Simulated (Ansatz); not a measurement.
# One atom moved along a line in Ge

Level of theory: DFT r2SCAN, scalar-relativistic, plane waves, PAW (Ansatz). Cutoff 500 eV, Γ-centred 8×8×8 k-points, Gaussian smearing of 0.15 eV. No spin polarisation. Energies are free energies at this smearing, counted from the undisturbed cell; pressure is positive in compression.

The undisturbed cell (relaxed at this level; this form isn't the usual structure):

```yaml
crystal:
  lattice:
    - [-3.48417, 3.48417, 3.48417]
    - [3.48417, -3.48417, 3.48417]
    - [3.48417, 3.48417, -3.48417]
  atoms:
    - { symbol: Ge, position: [0.50000, 0.00000, 0.79890] }
    - { symbol: Ge, position: [0.79890, 0.50000, 0.00000] }
    - { symbol: Ge, position: [0.00000, 0.79890, 0.50000] }
    - { symbol: Ge, position: [0.70110, 0.70110, 0.70110] }
    - { symbol: Ge, position: [0.50000, 0.00000, 0.20110] }
    - { symbol: Ge, position: [0.20110, 0.50000, 0.00000] }
    - { symbol: Ge, position: [0.00000, 0.20110, 0.50000] }
    - { symbol: Ge, position: [0.29890, 0.29890, 0.29890] }
```

Atom 1 (Ge) is moved by x along the Cartesian unit vector (0.577, 0.577, -0.577); the cell and all other atoms stay fixed. The cell is metallic on the mesh throughout.

```
  x (Å)  ΔE (meV/cell) force along x on the moved atoms (eV/Å) pressure (GPa)
-0.2000          126.2                                     1.05            -0.4
-0.1200           51.3                                     0.79            -0.3
-0.0400            6.1                                        ?               ?
 0.0000            0.0                                    -0.02             0.0
 0.0800           33.4                                    -0.87             0.3
 0.1600          147.6                                    -2.05             0.8
```

Q: Give the withheld values.

A: force along x on the moved atoms (eV/Å) at x (Å) = -0.0400: 0.31; pressure (GPa) at x (Å) = -0.0400: -0.1.